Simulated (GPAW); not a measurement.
# MgO (Fm-3m) in GPAW: settings compared

One crystal, MgO, is run at these levels: LDA, PBE, BLYP; tasks: single point.

All numbers are computed with GPAW 26.7.0; they aren't measurements. Logs are shortened: lines on timing, memory, paths and dates and some standing lists are left out, and cuts for length are marked. The log counts tension as positive stress, the text compression.

**The experiment to reproduce.**

From “Electronic structure of alkaline earth and post-transition metal oxides”, 2009, arxiv:0908.1581, for a bulk crystal of MgO: band gap 7.83 eV.

The runs below are set against these values where they give the same quantity.

### Step 1. The crystal as given

The structure is cubic, space group Fm-3m (No. 225). Conventional cell: a = 4.194 Å, b = 4.194 Å, c = 4.194 Å, α = 90.00°, β = 90.00°, γ = 90.00°. Mg (site symmetry m-3m) has 6 O at 2.10 Å as nearest neighbours. O (site symmetry m-3m) is surrounded by 6 Mg at 2.10 Å.

The cell is a database's computed one.

### Step 2. Single point, LDA

run.py

```python
from ase.dft.bandgap import bandgap
from ase.io import read, write
from ase.units import GPa
from gpaw import GPAW, PW

atoms = read('MgO.xyz')

calc = GPAW(mode=PW(800),
            xc='LDA',
            kpts={'size': (11, 11, 11), 'gamma': True},
            occupations={'name': 'fermi-dirac', 'width': 0.05},
            nbands=16,
            convergence={'density': 1e-05, 'energy': 1e-05},
            maxiter=150,
            txt='gpaw.txt')
atoms.calc = calc
energy = atoms.get_potential_energy()
forces = atoms.get_forces()
stress = atoms.get_stress()
calc.write('gs.gpw')
write('result.traj', atoms)
print(f'Energy: {energy:.6f} eV')
print('Forces (eV/A):')
print(forces.round(4))
print('Stress (GPa):', (stress / GPa).round(3))
print('Fermi level:', round(calc.get_fermi_level(), 4), 'eV')
print(f'Gap: {bandgap(calc)[0]:.4f} eV, direct: {bandgap(calc, direct=True)[0]:.4f} eV')
```

MgO.xyz

```xyz
2
Lattice="0.0000000000 2.0970013927 2.0970013927 2.0970013927 0.0000000000 2.0970013927 2.0970013927 2.0970013927 0.0000000000" Properties=species:S:1:pos:R:3 pbc="T T T"
Mg     0.0000000000      0.0000000000      0.0000000000
O      2.0970013927      2.0970013927      2.0970013927
```

Potentials or basis: the program's PAW data sets (release 1.2.1) made for this functional, pw.

Launch:

```
$ OMP_NUM_THREADS=1 python run.py
```

gpaw.txt:

```text
__  _  _
 | _ |_)|_||  |
 |__||  | ||/\| - 26.7.0

Input parameters:
  mode=PW(ecut=800.0),
  convergence={'density': 1e-05, 'energy': 1e-05},
  kpts=MonkhorstPack(size=(11, 11, 11), gamma=True),
  maxiter=150,
  nbands=16,
  occupations=Occupations(name='fermi-dirac', width=0.05),
  xc=XC(name='LDA')

Diagonalizing LCAO Hamiltonian
Converting LCAO to pw mode

              O

       Mg

Atoms  # Å, Bohr magnetons
|   | symbol |        x |        y |        z |    initial magnetic moments |
|---|--------|----------|----------|----------|-----------------------------|
| 0 |     Mg | 0.000000 | 0.000000 | 0.000000 | ( 0.0000,  0.0000,  0.0000) |
| 1 |      O | 2.097001 | 2.097001 | 2.097001 | ( 0.0000,  0.0000,  0.0000) |

Unit cell  # Å
| periodic |        x |        y |        z |  lengths |    angles |
|----------|----------|----------|----------|----------|-----------|
|      yes | 0.000000 | 2.097001 | 2.097001 | 2.965608 | 60.000000 |
|      yes | 2.097001 | 0.000000 | 2.097001 | 2.965608 | 60.000000 |
|      yes | 2.097001 | 2.097001 | 0.000000 | 2.965608 | 60.000000 |

Number of symmetries: 48
Symmetry operations  # r_c * U_cc + t_c -> r_c
|    | kind |            matrix            |
|----|------|------------------------------|
|  0 |  σ   |  1, 0, 0,  1, 0,-1,  1,-1, 0 |
|  1 |  C2  |  1, 0, 0,  1,-1, 0,  1, 0,-1 |
|  2 |  E   |  1, 0, 0,  0, 1, 0,  0, 0, 1 |
|  3 |  σ   |  1, 0, 0,  0, 0, 1,  0, 1, 0 |
|  4 |  C4  |  1, 0,-1,  1, 0, 0,  1,-1, 0 |
|  5 |  S6  |  1, 0,-1,  1,-1, 0,  1, 0, 0 |
|  6 |  σ   |  1, 0,-1,  0, 1,-1,  0, 0,-1 |
|  7 |  C3  |  1, 0,-1,  0, 0,-1,  0, 1,-1 |
|  8 |  S6  |  1,-1, 0,  1, 0, 0,  1, 0,-1 |
|  9 |  C4  |  1,-1, 0,  1, 0,-1,  1, 0, 0 |
| 10 |  C3  |  1,-1, 0,  0,-1, 1,  0,-1, 0 |
| 11 |  σ   |  1,-1, 0,  0,-1, 0,  0,-1, 1 |
| 12 |  σ   |  0, 1, 0,  1, 0, 0,  0, 0, 1 |
| 13 |  C4  |  0, 1, 0,  0, 1,-1, -1, 1, 0 |
| 14 |  C3  |  0, 1, 0,  0, 0, 1,  1, 0, 0 |
| 15 |  S6  |  0, 1, 0, -1, 1, 0,  0, 1,-1 |
| 16 |  C2  |  0, 1,-1,  1, 0,-1,  0, 0,-1 |
| 17 |  σ   |  0, 1,-1,  0, 1, 0, -1, 1, 0 |
| 18 |  S4  |  0, 1,-1,  0, 0,-1,  1, 0,-1 |
| 19 |  C4  |  0, 1,-1, -1, 1, 0,  0, 1, 0 |
| 20 |  C3  |  0, 0, 1,  1, 0, 0,  0, 1, 0 |
| 21 |  σ   |  0, 0, 1,  0, 1, 0,  1, 0, 0 |
| 22 |  S6  |  0, 0, 1,  0,-1, 1, -1, 0, 1 |
| 23 |  C4  |  0, 0, 1, -1, 0, 1,  0,-1, 1 |
| 24 |  S4  |  0, 0,-1,  1, 0,-1,  0, 1,-1 |
| 25 |  C3  |  0, 0,-1,  0, 1,-1,  1, 0,-1 |
| 26 |  C2  |  0, 0,-1,  0,-1, 0, -1, 0, 0 |
| 27 |  S6  |  0, 0,-1, -1, 0, 0,  0,-1, 0 |
| 28 |  S4  |  0,-1, 1,  1,-1, 0,  0,-1, 0 |
| 29 |  C4  |  0,-1, 1,  0, 0, 1, -1, 0, 1 |
| 30 |  C2  |  0,-1, 1,  0,-1, 0,  1,-1, 0 |
| 31 |  σ   |  0,-1, 1, -1, 0, 1,  0, 0, 1 |
| 32 |  C3  |  0,-1, 0,  1,-1, 0,  0,-1, 1 |
| 33 |  S6  |  0,-1, 0,  0, 0,-1, -1, 0, 0 |
| 34 |  S4  |  0,-1, 0,  0,-1, 1,  1,-1, 0 |
| 35 |  C2  |  0,-1, 0, -1, 0, 0,  0, 0,-1 |
| 36 |  C2  | -1, 1, 0,  0, 1, 0,  0, 1,-1 |
| 37 |  S6  | -1, 1, 0,  0, 1,-1,  0, 1, 0 |
| 38 |  S4  | -1, 1, 0, -1, 0, 1, -1, 0, 0 |
| 39 |  C3  | -1, 1, 0, -1, 0, 0, -1, 0, 1 |
| 40 |  S6  | -1, 0, 1,  0, 0, 1,  0,-1, 1 |
| 41 |  C2  | -1, 0, 1,  0,-1, 1,  0, 0, 1 |
| 42 |  C3  | -1, 0, 1, -1, 1, 0, -1, 0, 0 |
| 43 |  S4  | -1, 0, 1, -1, 0, 0, -1, 1, 0 |
| 44 |  C2  | -1, 0, 0,  0, 0,-1,  0,-1, 0 |
| 45 |  i   | -1, 0, 0,  0,-1, 0,  0, 0,-1 |
| 46 |  σ   | -1, 0, 0, -1, 1, 0, -1, 0, 1 |
| 47 |  C2  | -1, 0, 0, -1, 0, 1, -1, 1, 0 |

BZ-sampling:
  Number of BZ points: 1331
  Number of IBZ points: 56

  Monkhorst-Pack size: [11, 11, 11]
  Monkhorst-Pack shift: [0, 0, 0]

K-points  # in reciprocal-cell coordinates
|     |                                coordinates |     weight |
|-----|--------------------------------------------|------------|
|   0 | (  0.00000000,   0.00000000,   0.00000000) | 0.00075131 |
|   1 | (  0.09090909,   0.09090909,   0.00000000) | 0.00450789 |
|   2 | (  0.09090909,   0.09090909,   0.09090909) | 0.00601052 |
|   3 | (  0.18181818,   0.09090909,   0.09090909) | 0.00901578 |
|   4 | (  0.18181818,   0.18181818,   0.00000000) | 0.00450789 |
|   5 | (  0.18181818,   0.18181818,   0.09090909) | 0.01803156 |
|   6 | (  0.18181818,   0.18181818,   0.18181818) | 0.00601052 |
|   7 | (  0.27272727,   0.18181818,   0.09090909) | 0.01803156 |
|   8 | (  0.27272727,   0.18181818,   0.18181818) | 0.01803156 |
|   9 | (  0.27272727,   0.27272727,   0.00000000) | 0.00450789 |
| ... |                                            |            |
|  55 | (  0.45454545,   0.45454545,   0.45454545) | 0.00601052 |

Plane wave coefficients: 959
Cutoff: 800.0 eV

Spin-components: 1 (collinear spins)
Bands:           16
Projectors:      10
Spin-degeneracy: 2
Datatype:        complex128

Parallelization:
  kpt:    1
  domain: 1
  band:   1

Density:
  Valence electrons: 16.0
  Components: 1
  Grid points: [20 20 20]
  Charge: 0.0  # |e|

Potential:
  Grid points: [20 20 20]

species:
  Mg:
    name:    Magnesium
    Z:       12.0
    valence: 10
    core:    2
    charge:  0.0  # [|e|]
    compensation charges:
      type: gauss
      rc: 0.33  # [Å]
      lmax: 2
    cutoffs:
      filter: 1.86  # [Å]
      core: 0.54  # [Å]
    projectors
    | kind |    occ | energy [eV] | rcut [Å] |
    |------|--------|-------------|----------|
    |   2s |  2.000 |     -79.291 |    1.090 |
    |   3s |  2.000 |      -4.782 |    1.090 |
    |   2p |  6.000 |     -46.725 |    1.085 |
    |   3p |  0.000 |      -1.374 |    1.085 |
    |    d |        |       0.000 |    1.037 |

    Using partial waves for Mg as LCAO basis

  O:
    name:    Oxygen
    Z:       8.0
    valence: 6
    core:    2
    charge:  0.0  # [|e|]
    compensation charges:
      type: gauss
      rc: 0.21  # [Å]
      lmax: 2
    cutoffs:
      filter: 1.17  # [Å]
      core: 0.83  # [Å]
    projectors
    | kind |    occ | energy [eV] | rcut [Å] |
    |------|--------|-------------|----------|
    |   2s |  2.000 |     -23.752 |    0.688 |
    |   2p |  4.000 |      -9.195 |    0.598 |
    |    s |        |       3.459 |    0.688 |
    |    p |        |      18.016 |    0.598 |
    |    d |        |       0.000 |    0.619 |

    Using partial waves for O as LCAO basis

Reference energy: -7455.138085  # eV

eigensolver:
  PPCG
  Converge bands: occupied
  niter=2

density mixing:
  MSR1-Mixer
  Pratt-step length: 0.05
  Maximum mixing coefficient: 0.75
  Old densities: 10
  SVD Regularization: 0.005
  Good broyden scale: 1.0
  Trust region scale: 1.0
  Backstep threshold: 4.0
  History deletion threshold: 6.0
  Fourier metric: weight=20.0, sigma=0.015

occupation numbers:
  Fermi-Dirac:
    width: 0.0500  # eV

poisson solver:
  ecut: 6400.0  # eV

xc functional:
  name: None

convergence criteria:
- Maximum integral of absolute [dens]ity change: 1e-05 electrons / valence electron
- Maximum [total energy] change in last 3 cyles: 1e-05 eV / valence electron
- Maximum integral of absolute [eigenst]ate change: 4e-08 eV^2 / valence electron
maximum number of iterations: 150

SCF iterations
|iter     | |      energy | eigst |  dens |
|---------|-|-------------|-------|-------|
|iter:   1| |  -14.946363 | +0.13 |       |
|iter:   2| |  -14.591689 | -2.51 | -0.99 |
|iter:   3| |  -13.603330 | -1.54 | -1.05 |
|iter:   4| |  -13.593163 | -3.69 | -1.60 |
|iter:   5| |  -13.590430 | -3.97 | -1.87 |
|iter:   6| |  -13.590424 | -6.34 | -3.09 |
|iter:   7| |  -13.590426c| -6.99 | -3.48 |
|iter:   8| |  -13.590426c| -8.80c| -4.57 |
|iter:   9| |  -13.590426c| -9.13c| -5.60c|

Converged in 9 steps
Energy contributions relative to reference atoms: (reference = -7455.138085)

Energy contributions:
  Kinetic:          11.175576
  Coulomb:          -9.443482
  Zero:              0.117731
  External:          0.000000
  Xc:              -15.440252
  Entropy:          -0.000000
  Spinorbit:         0.000000
  ----------------------------
  Free energy:     -13.590426
  Extrapolated:    -13.590426

dipole moment: (-6.062996, -6.062996, -6.062996)  # |e|*Ang

Fermi level: 5.591
Eigenvalues  # (at kpt = [0.000, 0.000, 0.000])
| band index |      eig [eV] | occ [0-2] |
|------------|---------------|-----------|
|          0 |       -66.882 |     2.000 |
|          1 |       -34.300 |     2.000 |
|          2 |       -34.300 |     2.000 |
|          3 |       -34.300 |     2.000 |
|          4 |       -12.404 |     2.000 |
|          5 |         4.636 |     2.000 |
[... 8 lines left out ...]
|         14 |        25.986 |     0.000 |
|         15 |        28.933 |     0.000 |

Gap: 4.802 eV
Transition (v -> c):
  (s=0, k=0, n=7, [0.00, 0.00, 0.00]) -> (s=0, k=0, n=8, [0.00, 0.00, 0.00])
No difference between direct/indirect transitions

Forces  # eV/Ang
|       x |       y |        z |
|---------|---------|----------|
| 0.00000 | 0.00000 | -0.00000 |  # Mg   0
| 0.00000 | 0.00000 |  0.00000 |  # O    1

Stress tensor  # eV/Ang^3
|        x |        y |        z |
|----------|----------|----------|
| 0.023042 | 0.000000 | 0.000000 |
| 0.000000 | 0.023042 | 0.000000 |
| 0.000000 | 0.000000 | 0.023042 |

# Writing to gs.gpw (mode='')
```

It took 12 s on 1 thread of Arm Neoverse V2, shared host; peak memory 0.15 GiB.

Results:

```yaml
Free_energy: -13.5904 eV
Pressure: -3.7 GPa
Band_gap_on_the_k_mesh: 4.80 eV, direct
```

### Step 3. Single point, PBE

Changes to run.py since step 2:

```diff
@@ -8,3 +8,3 @@
 calc = GPAW(mode=PW(800),
-            xc='LDA',
+            xc='PBE',
             kpts={'size': (11, 11, 11), 'gamma': True},
```

MgO.xyz is that of step 2.

Potentials or basis: GPAW PAW data sets (gpaw-data 1.2.1), pw.

Launch:

```
$ OMP_NUM_THREADS=1 python run.py
```

It took 12 s on 1 thread of Arm Neoverse V2, shared host; peak memory 0.15 GiB.

It converged, with:

| Item | Value |
| --- | --- |
| Free energy | -12.1958 eV |
| Pressure | 7.0 GPa |
| Band gap on the k mesh | 4.89 eV, direct |

Levels at points of the mesh, in eV from the valence-band top:
```tsv
k point	band 5	band 6	band 7	band 8	band 9	band 10	band 11	band 12
(0.00, 0.00, 0.00)	-17.28	0.00	0.00	0.00	4.89	15.90	15.90	15.90
```

### Step 4. Single point, BLYP

Changes to run.py since step 3:

```diff
@@ -3,3 +3,5 @@
 from ase.units import GPa
-from gpaw import GPAW, PW
+from gpaw import GPAW, PW, setup_paths
+
+setup_paths.insert(0, '.')
 
@@ -8,3 +10,3 @@
 calc = GPAW(mode=PW(800),
-            xc='PBE',
+            xc='BLYP',
             kpts={'size': (11, 11, 11), 'gamma': True},
@@ -13,2 +15,3 @@
             convergence={'density': 1e-05, 'energy': 1e-05},
+            eigensolver='davidson',
             maxiter=150,
```

MgO.xyz is that of step 3.

Potentials or basis: PAW data sets generated in the run's folder for this functional, pw.

Launch:

```
$ gpaw-setup -f BLYP Mg O
$ OMP_NUM_THREADS=1 python run.py
```

Wall time 11 s (1 thread of Arm Neoverse V2, shared host); peak memory 0.15 GiB.

Results (log left out):

```
Free energy            : -11.5982 eV
Pressure               : 8.6 GPa
Band gap on the k mesh : 5.17 eV, direct
```

Levels at points of the mesh, in eV from the valence-band top:
```
           k point  band 4  band 5  band 6  band 7  band 8  band 9  band 10  band 11  band 12
(0.00, 0.00, 0.00)  -39.43  -17.18    0.00    0.00    0.00    5.17    16.10    16.10    16.10
```

### Step 5. Overview

```tsv
level	potentials or basis	eigensolver	gap on the mesh (eV)	pressure (GPa)
LDA	the program's PAW data sets (release 1.2.1) made for this functional, pw	-	4.80	-3.7
PBE	GPAW PAW data sets (gpaw-data 1.2.1), pw	-	4.89	7.0
BLYP	PAW data sets generated in the run's folder for this functional, pw	davidson	5.17	8.6
```

Alike in all rows: task single point; no spin polarisation; cell as given; k mesh 11 × 11 × 11; cutoff (eV) 800; smearing fermi-dirac 0.05 eV.

Absolute energies hang on the potentials; compare differences alone.

### Step 6. Against experiment

Step 2. Against the measured gap of MgO, 7.83 eV (quoted in “Electronic structure of alkaline earth and post-transition metal oxides”, 2009, arxiv:0908.1581), the calculated 4.80 eV is off by -3.03 eV. The value is that of LDA, without temperature or zero-point motion. Semilocal functionals fall short of measured gaps as a rule. The cell is a database's relaxed one, not the measured one, which moves gaps too.

Step 3. Measured gap of MgO: 7.83 eV (quoted in “Electronic structure of alkaline earth and post-transition metal oxides”, 2009, arxiv:0908.1581). This calculation gives 4.89 eV (-2.94 eV). The value is that of PBE, without temperature or zero-point motion. Semilocal functionals fall short of measured gaps as a rule. The cell is a database's relaxed one, not the measured one, which moves gaps too.

Step 4. Measured gap of MgO: 7.83 eV (quoted in “Electronic structure of alkaline earth and post-transition metal oxides”, 2009, arxiv:0908.1581). This calculation gives 5.17 eV (-2.66 eV). The value is that of BLYP, without temperature or zero-point motion. Semilocal functionals fall short of measured gaps as a rule. The cell is a database's relaxed one, not the measured one, which moves gaps too.
